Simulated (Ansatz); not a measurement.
Charge transition levels of the S vacancy in WS₂, term by term

The calculation used DFT PBE, scalar-relativistic, plane waves, PAW in Ansatz 0.2.0. Settings: 420 eV cutoff, 2×2×2 k-mesh, Gaussian smearing of 0.01 eV, collinear spin in charge -1 alone.

Host crystal, relaxed:

```
CELL_PARAMETERS angstrom
3.18778 0.00000 0.00000
-1.59389 2.76069 0.00000
0.00000 0.00000 14.87125
ATOMIC_POSITIONS crystal
W 0.33333 0.66667 0.25000
W 0.66667 0.33333 0.75000
S 0.33333 0.66667 0.64435
S 0.66667 0.33333 0.14435
S 0.33333 0.66667 0.85565
S 0.66667 0.33333 0.35565
```

The S vacancy was set at (0.333, 0.667, 0.644) of the host cell, in a supercell of 72 sites (1570 Å³), relaxed at fixed cell in each charge q, from a start with the atoms near it displaced at random. The host's Kohn–Sham gap is 1.63 eV and its static dielectric constant 8.8 (mean). For each charge: the supercell's free energy over the neutral one with q electrons exchanged at the valence band top, F(q) − F(0) + qE_v; the image-charge term; and the term that aligns the potential far from the defect with the host's.

Spin-orbit coupling is left out, which matters for the bands and energies of heavy elements.

```json
{"q": "0", "F(q) − F(0) + qE_v (eV)": "0.000", "image charge (eV)": "0.000", "alignment (eV)": "0.000"}
{"q": "-1", "F(q) − F(0) + qE_v (eV)": "1.154", "image charge (eV)": "0.120", "alignment (eV)": "0.032"}
```

**Question.** Add the terms and find the levels between neighbouring charges, ε(q/q′) = [A(q′) − A(q)]/(q − q′), with and without the two corrections.

**Answer.** A(q): 0.000 eV for 0, 1.306 eV for -1.
```
 level corrected (eV over E_v) uncorrected (eV)
(0/-1)                     1.31              1.15
```

As a check, a point charge in a simple cubic cell of this volume has q²αe²/(2εL) = 0.199 q² eV (e² = 14.40 eV Å, α = 2.837, L = 11.62 Å); the shape of the real cell and the anisotropy of ε can change it somewhat. The term grows as q², so it pushes donor levels down and acceptor levels up. The program doubts the alignment for q = -1, so levels beside it are uncertain by about that term.

**Question.** Which of these charges is lowest with the Fermi level at the valence band top, at mid-gap and at the conduction band bottom?

**Answer.** The line A(q) + qE_F that lies lowest gives the charge: 0 at E_F = 0.00 eV, 0 at E_F = 0.81 eV, -1 at E_F = 1.63 eV. In charge -1 the cell has partly filled levels, from a carrier spread over the host's bands, a defect level that the small cell broadens into a band, or a degenerate defect level, so the levels beside it are doubtful. Charges beyond those computed could lie lower near the band edges.

**Question.** The neutral defect forms at 2.83 eV with atoms taken from and returned to the elements. What are the formation energies at those three Fermi levels, and what share of sites would hold the defect at 1200 K with E_F at mid-gap, if the host still stood at that temperature?

**Answer.** E_f = E_f(0) + A(q) + qE_F = 2.83, 2.83, 2.50 eV. In the dilute limit the share is exp(−E_f/k_BT) = exp(−2.827/0.1034) = 1.3×10⁻¹², leaving out degeneracy and vibrational entropy. This is the S-rich limit; a poorer supply of S lowers E_f, in a binary host by up to its heat of formation per S atom. The small cell and the narrow Kohn–Sham gap leave errors of tenths of an eV or more, which change the share by orders of magnitude.

Cost: 3 runs of about 4.1 core-hours in all, on Intel Xeon Platinum 8488C (Sapphire Rapids) (shared hosts).